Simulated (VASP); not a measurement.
A run of VASP 6.6.1 is set up as follows.

The input POSCAR:

```
BiTe
1.0
    0.0000000000      3.2350000000      3.2350000000
    3.2350000000      0.0000000000      3.2350000000
    3.2350000000      3.2350000000      0.0000000000
Bi Te
1 1
Direct
    0.0000000000      0.0000000000      0.0000000000
    0.5000000000      0.5000000000      0.5000000000
```

File INCAR.step1:

```
PREC     = Accurate       # precision mode
ENCUT    = 520            # plane-wave cutoff, eV
EDIFF    = 1E-5           # SCF threshold, eV
ISMEAR   = -1             # smearing method
SIGMA    = 0.05           # smearing width, eV
LREAL    = F              # projectors in reciprocal space
LASPH    = T              # aspherical terms in the spheres
NELM     = 80             # most SCF steps
ALGO     = Normal         # electronic algorithm
ISIF     = 2              # what is computed and relaxed
LWAVE    = T              # write WAVECAR
LCHARG   = F              # write CHGCAR
GGA      = PE             # functional
```

The input INCAR.step2:

```
PREC     = Accurate       # precision mode
ENCUT    = 520            # plane-wave cutoff, eV
EDIFF    = 1E-7           # SCF threshold, eV
ISMEAR   = -1             # smearing method
SIGMA    = 0.05           # smearing width, eV
LREAL    = F              # projectors in reciprocal space
LASPH    = T              # aspherical terms in the spheres
NELM     = 80             # most SCF steps
ALGO     = Normal         # electronic algorithm
ISIF     = 2              # what is computed and relaxed
LWAVE    = F              # write WAVECAR
LCHARG   = F              # write CHGCAR
GGA      = PE             # functional
LHFCALC  = T              # exact exchange
HFSCREEN = 0.1            # screening, 1/A
AEXX     = 0.25           # exact-exchange fraction
PRECFOCK = Fast         
ISTART   = 1
```

File KPOINTS:

```
Automatic mesh
0
Gamma
  4 4 4
```

Potentials or basis: VASP PAW PBE potentials, release 64 (Bi_d, Te).

Run with:

```console
$ cat potpaw_PBE.64/Bi_d/POTCAR potpaw_PBE.64/Te/POTCAR > POTCAR
$ cp INCAR.step1 INCAR
$ mpirun -np 1 vasp_std > vasp.out
$ cp INCAR.step2 INCAR
$ mpirun -np 1 vasp_std > vasp.out
```

(1) What does it give for the pressure?

(2) What does it give for the band gap on the k mesh?

Results:

(1) -1.9 GPa.

(2) none (metal or under the smearing width).

Caveat: the k mesh is coarse (spacing up to 0.42 Å⁻¹), so the values aren't converged, least of all with exact exchange; the PAW data sets were made with another functional, which shifts forces and pressure a little; spin-orbit coupling is left out, which moves the levels of the heavy elements.
